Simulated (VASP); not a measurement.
# Al2Cu (I4/mcm) in VASP: elastic constants with PBE

Aim: the elastic constants of Al2Cu with PBE.

Program: VASP 6.6.1. These are calculated values, not measurements. Logs are shortened: lines on timing, memory, paths and dates and some standing lists are left out, and cuts for length are marked.

**1. The crystal as given**

The structure is tetragonal, space group I4/mcm (No. 140). Conventional cell: a = 6.060 Å, b = 6.060 Å, c = 4.881 Å, α = 90.00°, β = 90.00°, γ = 90.00°. Al (site symmetry m2m) has 4 Cu at 2.59 Å and 3 Al at 2.71 to 2.90 Å as nearest neighbours. Cu (site symmetry 422) is surrounded by 2 Cu at 2.44 Å and 8 Al at 2.59 Å.

The cell was built by a generator and needn't be a form met in nature.

**2. Elastic constants, PBE**

The input, POSCAR:

```
Al2Cu
1.0
   -3.0301903087      3.0301903087      2.4403144703
    3.0301903087     -3.0301903087      2.4403144703
    3.0301903087      3.0301903087     -2.4403144703
  Al              Cu
     4     2
Direct
     0.6583330524536748    0.1583330524536747    0.8166661049073564
     0.1583330524536747    0.3416669475463254    0.5000000000000000
     0.3416669475463254    0.8416669475463252    0.1833338950926435
     0.8416669475463252    0.6583330524536748    0.5000000000000000
     0.2500000000000000    0.2500000000000000    0.0000000000000000
     0.7500000000000000    0.7500000000000000    0.0000000000000000
```

The input, INCAR.step1:

```
PREC = Accurate
ENCUT = 600
EDIFF = 1E-8
ISMEAR = 1
SIGMA = 0.2
LREAL = False
LASPH = True
NELM = 100
ALGO = Fast
ISIF = 3
LWAVE = False
LCHARG = False
GGA = PE
KPAR = 16
IBRION = 2
NSW = 40
EDIFFG = -0.002
```

The input, INCAR.step2:

```
PREC = Accurate
ENCUT = 600
EDIFF = 1E-8
ISMEAR = 1
SIGMA = 0.2
LREAL = False
LASPH = True
NELM = 100
ALGO = Fast
ISIF = 3
LWAVE = False
LCHARG = False
GGA = PE
KPAR = 16
IBRION = 6
NFREE = 2
POTIM = 0.015
NSW = 1
```

The input, KPOINTS:

```
regular mesh
0
Gamma
  14 14 14
```

Potentials or basis: VASP PAW PBE potentials, release 64 (Al, Cu).

Run with:

```sh
$ cat potpaw_PBE.64/Al/POTCAR potpaw_PBE.64/Cu/POTCAR > POTCAR
$ cp INCAR.step1 INCAR
$ mpirun -np 16 vasp_std > vasp.out
$ cp CONTCAR POSCAR
$ cp INCAR.step2 INCAR
$ mpirun -np 16 vasp_std > vasp.out
```

OUTCAR:

```text
PREC = Accurate
   ENCUT = 600
   EDIFF = 1E-8
   ISMEAR = 1
   LREAL = False
   LASPH = True
   NELM = 100
   ISIF = 3
   GGA = PE
   IBRION = 6
   NFREE = 2
   POTIM = 0.015
   NSW = 1

 ion  position               nearest neighbor table
   1  0.658  0.158  0.817-   5 2.59   6 2.59   5 2.59   6 2.59   3 2.72   3 2.90   3 2.90   4 3.10
                             2 3.10   2 3.10   4 3.10   4 3.23   2 3.23   2 3.23   4 3.23
   2  0.158  0.342  0.500-   6 2.59   5 2.59   5 2.59   6 2.59   4 2.72   4 2.90   4 2.90   3 3.10
                             1 3.10   1 3.10   3 3.10   1 3.23   3 3.23   1 3.23   3 3.23
   3  0.342  0.842  0.183-   5 2.59   6 2.59   5 2.59   6 2.59   1 2.72   1 2.90   1 2.90   2 3.10
                             4 3.10   4 3.10   2 3.10   2 3.23   4 3.23   4 3.23   2 3.23
   4  0.842  0.658  0.500-   5 2.59   6 2.59   6 2.59   5 2.59   2 2.72   2 2.90   2 2.90   1 3.10
                             1 3.10   3 3.10   3 3.10   1 3.23   3 3.23   3 3.23   1 3.23
   5  0.250  0.250  0.000-   6 2.44   6 2.44   1 2.59   2 2.59   3 2.59   4 2.59   2 2.59   4 2.59
                             1 2.59   3 2.59
   6  0.750  0.750  0.000-   5 2.44   5 2.44   1 2.59   3 2.59   4 2.59   3 2.59   4 2.59   1 2.59
                             2 2.59   2 2.59

  LATTYP: Found a body centered tetragonal cell.
 ALAT       =     6.0607542836
 C/A-ratio  =     0.8051815116

  Lattice vectors:

 A1 = (  -3.0303771418,   3.0303771418,   2.4400036477)
 A2 = (   3.0303771418,  -3.0303771418,   2.4400036477)
 A3 = (   3.0303771418,   3.0303771418,  -2.4400036477)

Analysis of symmetry for initial positions (statically):
=====================================================================
 Subroutine PRICEL returns:
 Original cell was already a primitive cell.

 Routine SETGRP: Setting up the symmetry group for a
 body centered tetragonal supercell.

 Subroutine GETGRP returns: Found 16 space group operations
 (whereof  8 operations were pure point group operations)
 out of a pool of 16 trial point group operations.

The static configuration has the point symmetry C_4h.
 The point group associated with its full space group is D_4h.

Analysis of symmetry for dynamics (positions and initial velocities):
[... 974 lines left out ...]
  -------------------------------------------------------------------------------------
  Total        0.0162774      0.0162774      0.0240379     -0.0000000      0.0000000      0.0000000
  in kB        0.2909724      0.2909724      0.4296978     -0.0000005      0.0000000      0.0000000
  external PRESSURE =       0.3372142 kB  Pullay stress =       0.0000000 kB
[... 21 lines left out ...]
  FREE ENERGIE OF THE ION-ELECTRON SYSTEM (eV)
  ---------------------------------------------------
  free  energy   TOTEN  =       -23.3777433798 eV

  energy  without entropy=      -23.3779685911  energy(sigma->0) =      -23.37781845

 INTERNAL STRAIN TENSORS FROM STRAINED CELLS
 ============================================

 INTERNAL STRAIN TENSOR FOR ION    1 for displacements in x,y,z  (eV/Angst):
          X           Y           Z          XY          YZ          ZX
  --------------------------------------------------------------------------------
  x     2.02586    -3.04454     2.01954    -2.64906     0.00004    -0.00016
  y    -3.04521     2.02605     2.01954    -2.64956     0.00006    -0.00018
  z     0.00000    -0.00000     0.00000     0.00000     2.68527     2.68604

 INTERNAL STRAIN TENSORS FROM DISPLACED ATOMS
 ============================================

 INTERNAL STRAIN TENSOR FOR ION    1 for displacements in x,y,z  (eV/Angst):
          X           Y           Z          XY          YZ          ZX
  --------------------------------------------------------------------------------
  x     2.01030    -3.02530     1.97026    -2.65557     0.00000     0.00000
  y    -3.02530     2.01030     1.97026    -2.65557     0.00000     0.00000
  z     0.00000     0.00000     0.00000     0.00000     2.72792     2.72792

 INTERNAL STRAIN TENSOR FOR ION    6 for displacements in x,y,z  (eV/Angst):
          X           Y           Z          XY          YZ          ZX
  --------------------------------------------------------------------------------
  x     0.00000     0.00000     0.00000     0.00000     0.29400     0.00000
  y    -0.00000     0.00000     0.00000     0.00000     0.00000    -0.29400
  z    -0.00000    -0.00000    -0.00000    -0.00000     0.00000     0.00000

 Eigenvectors and eigenvalues of the dynamical matrix
 ----------------------------------------------------

   1 f  =    9.332268 THz    58.636370 2PiTHz  311.290956 cm-1    38.595142 meV
             X         Y         Z           dx          dy          dz
      0.959903  3.990281  0.000000     0.214492   -0.214492    0.000000
      2.070474  0.959903  0.000000     0.214492    0.214492   -0.000000
      2.070474 -0.959903  2.440004    -0.214492    0.214492   -0.000000
      0.959903  2.070474  2.440004    -0.214492   -0.214492   -0.000000
      0.000000  0.000000  1.220002    -0.000000    0.000000    0.562114
      0.000000  0.000000  3.660005    -0.000000    0.000000   -0.562114
[... 145 lines left out ...]
  18 f/i=    0.019322 THz     0.121406 2PiTHz    0.644526 cm-1     0.079911 meV
             X         Y         Z           dx          dy          dz
      0.959903  3.990281  0.000000    -0.000000   -0.000000    0.337531
      2.070474  0.959903  0.000000    -0.000000   -0.000000    0.337531
      2.070474 -0.959903  2.440004    -0.000000   -0.000000    0.337531
      0.959903  2.070474  2.440004    -0.000000   -0.000000    0.337531
      0.000000  0.000000  1.220002    -0.000000   -0.000000    0.521676
      0.000000  0.000000  3.660005    -0.000000   -0.000000    0.521676

--------------------------------------------------------------------------------------------------------

 ELASTIC MODULI CONTR FROM IONIC RELAXATION (kBar)
 Direction    XX          YY          ZZ          XY          YZ          ZX
 --------------------------------------------------------------------------------
 XX        -165.3690    155.6726     18.8223     -0.0000      0.0000      0.0000
 YY         155.6726   -165.3690     18.8223      0.0000     -0.0000      0.0000
 ZZ          18.8223     18.8223    -73.0739      0.0000     -0.0000     -0.0000
 XY          -0.0000      0.0000      0.0000   -137.5693      0.0000      0.0000
 YZ           0.0000     -0.0000     -0.0000      0.0000   -118.5113     -0.0000
 ZX           0.0000      0.0000     -0.0000      0.0000     -0.0000   -118.5114
 --------------------------------------------------------------------------------

 TOTAL ELASTIC MODULI (kBar)
 Direction    XX          YY          ZZ          XY          YZ          ZX
 --------------------------------------------------------------------------------
 XX        1698.2217    701.7805    567.3199     -0.0000      0.0000      0.0000
 YY         701.7805   1698.2217    567.3199      0.0000     -0.0000      0.0000
 ZZ         567.3199    567.3199   1827.0874      0.0000     -0.0000     -0.0000
 XY          -0.0000      0.0000      0.0000    493.7292      0.0000      0.0000
 YZ           0.0000     -0.0000     -0.0000      0.0000    246.5592     -0.0000
 ZX           0.0000      0.0000     -0.0000      0.0000     -0.0000    246.5590
 --------------------------------------------------------------------------------
```

OUTCAR.step1:

```text
PREC = Accurate
   ENCUT = 600
   EDIFF = 1E-8
   ISMEAR = 1
   LREAL = False
   LASPH = True
   NELM = 100
[... 1058 lines left out ...]
  -------------------------------------------------------------------------------------
  Total        0.0075001      0.0075001      0.0094721      0.0000000      0.0000000      0.0000000
  in kB        0.1340713      0.1340713      0.1693224      0.0000000      0.0000000      0.0000000
  external PRESSURE =       0.1458217 kB  Pullay stress =       0.0000000 kB
[... 21 lines left out ...]
  FREE ENERGIE OF THE ION-ELECTRON SYSTEM (eV)
  ---------------------------------------------------
  free  energy   TOTEN  =       -23.3789551086 eV

  energy  without entropy=      -23.3791844063  energy(sigma->0) =      -23.37903154

 reached required accuracy - stopping structural energy minimisation
```

OSZICAR.step1:

```text
N       E                     dE             d eps       ncg     rms          rms(c)
DAV:   1     0.197778681578E+03    0.19778E+03   -0.15309E+04 10248   0.202E+03
DAV:   2    -0.151993408356E+02   -0.21298E+03   -0.20691E+03 10248   0.351E+02
[... 76 lines left out ...]
RMM:   4    -0.233789556246E+02   -0.31206E-06   -0.26130E-05 12453   0.298E-02    0.516E-03
RMM:   5    -0.233789551803E+02    0.44434E-06   -0.24652E-06 10500   0.229E-02    0.789E-04
RMM:   6    -0.233789551268E+02    0.53453E-07   -0.95263E-07 10635   0.678E-03    0.212E-04
RMM:   7    -0.233789551577E+02   -0.30860E-07   -0.10688E-07  9557   0.328E-03    0.312E-04
RMM:   8    -0.233789551169E+02    0.40792E-07   -0.23975E-08  6532   0.158E-03    0.183E-04
RMM:   9    -0.233789551086E+02    0.83114E-08   -0.11297E-08  6073   0.158E-03
   7 F= -.23378955E+02 E0= -.23379032E+02  d E =-.171406E-05
```

It took 1.9 h on 16 MPI ranks of AMD EPYC 7R43 (Zen 3), shared host; peak memory 2.3 GiB.

Results:

- Voigt bulk modulus: 99 GPa
- Highest phonon frequency at Γ, LO-TO splitting left out: 311 cm⁻¹

Phonon frequencies in cm⁻¹ (negative: imaginary):
```
              q point                                                         frequencies
(0.000, 0.000, 0.000)  -1 0 0 136 136 140 140 179 183 209 239 243 243 272 277 284 284 311
```

Elastic tensor in Voigt notation (GPa, in the Cartesian axes of the cell as first typed):
```
170  70  57   0   0   0
 70 170  57   0   0   0
 57  57 183   0   0   0
  0   0   0  25   0   0
  0   0   0   0  25   0
  0   0   0   0   0  49
```

Clamped-ion elastic tensor (GPa):
```
186  55  55   0   0   0
 55 186  55   0   0   0
 55  55 190   0   0   0
  0   0   0  37   0   0
  0   0   0   0  37   0
  0   0   0   0   0  63
```
